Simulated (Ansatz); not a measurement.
# HfB2 (P6/mmm) in Ansatz: notebook, part 2 of 2

Ansatz 0.2.0. The steps go on from the part before.

## Step 5: Relaxation of cell and atoms, PBE, target pressure 10 GPa, at which the enthalpy is minimised

The input, input.yaml:

```yaml
crystal:
  lattice:
    - [3.14, 0.0, 0.0]
    - [-1.57, 2.7193197679, 0.0]
    - [0.0, 0.0, 3.48]
  atoms:
    - { symbol: Hf, position: [0.0, 0.0, 0.0] }
    - { symbol: B, position: [0.6666666667, 0.3333333333, 0.5] }
    - { symbol: B, position: [0.3333333333, 0.6666666667, 0.5] }
hamiltonian:
  xc: pbe
  pseudopotentials: { kind: paw }
kpoints:
  mp_grid: { grid: [10, 10, 8] }
scf:
  occupations: { method: fermi_dirac, width: 0.05 }
output:
  forces: true
  stress: true
  eigenvalues: true
relax:
  f_tol: 0.01
  max_steps: 40
  cell: { stress_tol: 0.05, p_target: 10.0 }
```

Potentials or basis: Ansatz PAW.

Command:

```console
ansatz run input.yaml --threads 2 --pin off --max-ram 5632MiB --backend cpu --events-out ev --progress --plain --runs-dir out
```

The log of the run:

```text
Warning: RAYON_NUM_THREADS=2 ignored (pool sized by the plan → 2); use --threads N
Engine: ansatz 0.2.0, x86_64-unknown-linux-gnu
Pseudopotentials: kind: paw
Pseudopotential: Hf, paw, valence charge 26, recommended cutoff 420 eV (normal), Hf.paw.azcp
Pseudopotential: B, paw, valence charge 3, recommended cutoff 420 eV (normal), B.paw.azcp
Functional definition: PBE
  parameter kappa = 0.804
  parameter beta = 0.06672455060314922
  exchange = pbe_x(kappa = kappa, mu = beta*pi^2/3)
  correlation = pbe_c(beta = beta)
Crystal: 3 atoms, lattice volume = 29.715 Å³
Basis set: ecut = 420 eV, 563 PW (Γ), exchange–correlation on 48×48×48 points (8 copies of the dense FFT grid, shifted against one another)
Bands: 20, of which v1, the nominal top of the filled ones, is band 16 counted from 1 (15 counted from 0)
Symmetry: 24 space group operations
Space group: P6/mmm (ITA 191), of the structure as read, at distance tolerance 3.1e-5 Å
k-points: 70 of 800
Non-local potential: Hf, projectors of the file, l = 0: 3, l = 1: 2, l = 2: 2, l = 3: 3
Non-local potential: B, projectors of the file, l = 0: 2, l = 1: 2, l = 2: 1
PAW form: soft (Blöchl's): semilocal exchange-correlation on the pseudo side does not see the compensation charge
PAW one-centre angular grid: Hf, 590 points (default); XC on 64 Gauss nodes
PAW one-centre angular grid: B, 110 points (default); XC on 64 Gauss nodes
Initial density: superposition of atomic densities (neutral atoms: chi_scale 0, normalization atom), corrected by the library's trained network
Initial wavefunctions: pseudopotential atomic-orbital guess
Functional: x = pbe(κ = 0.804, μ = 0.2195149727645171), c = pbe(β = 0.06672455060314922)
SCF iter   1: F=—  HF=-16036.213063 eV  |F-HF|=—  |Δ(HF+E_count)|=         —  Δρ=1.63e-3  dr2=9.24e-4  ethr=1.77e-3  ⟨swp⟩=4.1  Hψ=5462  notcnv=0
preconditioner: auto → none  [insulator: Δε(μ)=0.297 eV  Ē_g=17.458 eV  σ=0.050 eV  W_gap=0.77  n_scr=8 (ndim 8)  ℏωp=37.3 eV  f_vac=0.000  D(μ)=0.31/eV (n_scr^D=0)  ε∞_Penn≈5.6]
SCF iter   2: F=—  HF=-16036.212754 eV  |F-HF|=—  |Δ(HF+E_count)|=   3.09e-4  Δρ=5.72e-4  dr2=5.29e-5  ethr=2.89e-6  ⟨swp⟩=2.6  Hψ=3050  notcnv=0
SCF iter   3: F=—  HF=-16036.212755 eV  |F-HF|=—  |Δ(HF+E_count)|=   1.17e-6  Δρ=2.86e-4  dr2=8.65e-6  ethr=1.65e-7  ⟨swp⟩=2.1  Hψ=2033  notcnv=0
SCF iter   4: F=—  HF=-16036.212754 eV  |F-HF|=—  |Δ(HF+E_count)|=   1.01e-6  Δρ=1.34e-4  dr2=2.51e-6  ethr=2.70e-8  ⟨swp⟩=2.0  Hψ=2385  notcnv=0
[... 57 lines left out ...]
SCF converged after 6 iterations
Free energy (F): -16036.180478 eV
Harris-Foulkes:  -16036.180478 eV  (|F-HF|=9.09e-12)
Internal energy: -16036.177896 eV  (E = F + TS)
E sigma→0 (E₀):  -16036.179187 eV
Entropy (-TS):   -0.002582 eV (-0.861 meV/atom)
Fermi energy:    21.072504 eV
--- Per-component energies (eV) ---
  E_band       = 151.507454
  E_kinetic    = 529.273035
  E_local      = -5192.428911  (includes V_loc(G=0)·N_el)
  E_nonlocal   = -1221.368458
  E_hartree    = 2484.371166
  E_xc         = -368.137110
  E_vxc        = -347.772056  (∫ρ·V_xc dr)
  E_paw        = -7086.062879  (= ΣΔE_a)
  E_vpaw       = 1415.061516  (= ΣTr[D̂ρ^β])
  E_aug_tail   = -0.000007  (compensation charges beyond the density's cutoff)
  E_ewald      = -5181.824733
  E_smearing   = -0.002582  (= −TS)
  E_closure    = 0.000000  (closes the sum)
  Σ components = -16036.180478   (vs F -16036.180478, Δ=0.00e0)
--- Forces (eV/Å), atoms counted from 1 ---
  atom   1  Hf     0.00000000     0.00000000     0.00000000
  atom   2  B     -0.00000000     0.00000000     0.00000000
  atom   3  B     -0.00000000    -0.00000000     0.00000000
  max |Σ_I F_I| component: 9.25e-17 eV/Å
--- Stress (GPa, compression-positive) ---
        9.966988       0.000000      -0.000000
        0.000000       9.966988      -0.000000
       -0.000000      -0.000000       9.960208
  P = ⅓ Tr σ = 9.9647 GPa (99.647 kbar)
--- Band table (eV; the first three rows and the last of 70) ---
  k-point 0: bands = ["-40.5034", "-9.3929", "-8.8769", "-8.8769", "7.2477", "9.5310", "9.5443", "9.5660", "9.5660", "9.5669", "9.5669", "9.6657", "18.0853", "18.1857", "18.1857", "18.4612", "25.3320", "25.3320", "25.9847", "25.9847"]
  k-point 1: bands = ["-40.5021", "-9.4406", "-8.8734", "-8.8734", "7.5056", "9.5283", "9.5442", "9.5632", "9.5632", "9.5695", "9.5695", "9.6657", "16.6444", "18.3515", "18.3515", "19.8245", "23.9292", "23.9292", "25.4461", "25.4461"]
  k-point 2: bands = ["-40.4992", "-9.5534", "-8.8651", "-8.8651", "8.2163", "9.5250", "9.5440", "9.5544", "9.5544", "9.5781", "9.5781", "9.6658", "14.9904", "18.8304", "18.8304", "21.3474", "22.5907", "22.5907", "24.2104", "24.2104"]
  k-point 69: bands = ["-40.4330", "-9.4916", "-9.4878", "-9.3359", "9.5289", "9.5418", "9.5585", "9.5635", "9.5669", "9.5793", "9.6359", "11.4685", "12.4749", "15.6675", "17.8718", "17.9382", "25.8845", "26.9535", "27.9398", "28.4199"]
--- Relaxed structure (5 steps of the walk, 5 accepted, 1 SCFs on fresh bases) ---
  F+E_penalty+E_count = -16036.18047843 eV   max|allowed force component| = 3.022e-16 eV/Å   (the final SCF, on the basis selected at the relaxed cell)
  cell:  # Å, volume = 28.7864 Å³
    - [3.1082748560961315, 0.0, 0.0]
    - [-1.5541374280480658, 2.69184498732367, 0.0]
    - [0.0, 0.0, 3.4404662051798707]
  atoms:
    - { symbol: Hf, position: [-2.1217485136320196e-34, -1.534519133097186e-34, 0.0] }
    - { symbol: B, position: [0.6666666666666665, 0.3333333333333333, 0.49999999999999994] }
    - { symbol: B, position: [0.3333333333333333, 0.6666666666666666, 0.49999999999999994] }
```

Wall time 9.6 s (2 threads of Intel Xeon Platinum 8259CL at 2.50GHz (Skylake/Cascade Lake), shared host); peak memory 0.41 GiB.

Results:

```
Free energy                                            : -16036.1805 eV
Relaxed volume                                         : 9.60 Å³/atom
Relaxed cell                                           : a = 3.108 Å, b = 3.108 Å, c = 3.440 Å, α = 90.00°, β = 90.00°, γ = 120.00°
Space group after relaxing (to 0.05 Å)                 : P6/mmm (No. 191)
Energy change on relaxing (the enthalpy is what falls) : +10.8 meV/atom
Ionic steps                                            : 6
Pressure after relaxing                                : 10.0 GPa
Band gap on the k mesh                                 : none (metal or under the smearing width)
```

The path:
| step | energy change (eV) | largest force (eV/Å) | volume (Å³) |
| --- | --- | --- | --- |
| 1 | 0.0000 | 0.0000 | 29.71 |
| 2 | 0.0640 | 0.0000 | 28.39 |
| 3 | 0.0317 | 0.0000 | 28.78 |
| 4 | 0.0305 | 0.0000 | 28.80 |
| 5 | 0.0313 | 0.0000 | 28.79 |
| 6 | 0.0323 | 0.0000 | 28.79 |

Final structure:
```
CELL_PARAMETERS angstrom
3.10827 0.00000 0.00000
-1.55414 2.69184 0.00000
0.00000 0.00000 3.44047
ATOMIC_POSITIONS crystal
Hf 0.00000 0.00000 0.00000
B 0.66667 0.33333 0.50000
B 0.33333 0.66667 0.50000
```

Levels at points of the mesh, in eV from the Fermi level:
| k point | band 14 | band 15 | band 16 | band 17 | band 18 | band 19 |
| --- | --- | --- | --- | --- | --- | --- |
| (0.00, 0.00, 0.00) | -2.89 | -2.89 | -2.61 | 4.26 | 4.26 | 4.91 |
| (0.00, 0.00, -0.50) | -1.06 | -1.06 | 0.40 | 0.40 | 1.10 | 1.10 |
| (0.00, -0.50, 0.00) | -4.14 | -3.32 | -2.87 | 2.34 | 2.91 | 5.90 |
| (0.00, -0.50, -0.50) | -5.00 | -4.73 | -2.52 | 4.32 | 4.44 | 6.56 |

Caveat: the plane-wave basis is chosen anew once the cell has moved, so the energies of steps on either side of that aren't comparable. Spin-orbit coupling is left out, which matters for the levels of Hf.

## Step 6: The runs side by side

```tsv
cell	target pressure (GPa)	gap on the mesh (eV)	pressure (GPa)
relaxed	0	none	0.0
relaxed to 2 GPa	2	none	2.0
relaxed to 5 GPa	5	none	5.0
relaxed to 10 GPa	10	none	10.0
```

Alike in all rows: task relaxation of cell and atoms; level PBE; potentials or basis Ansatz PAW; no spin polarisation; k mesh 10 × 10 × 8; cutoff (eV) 420; smearing fermi-dirac 0.05 eV.

Caveats: the plane-wave basis is chosen anew once the cell has moved, so the energies of steps on either side of that aren't comparable.

Absolute energies hang on the potentials; compare differences alone.
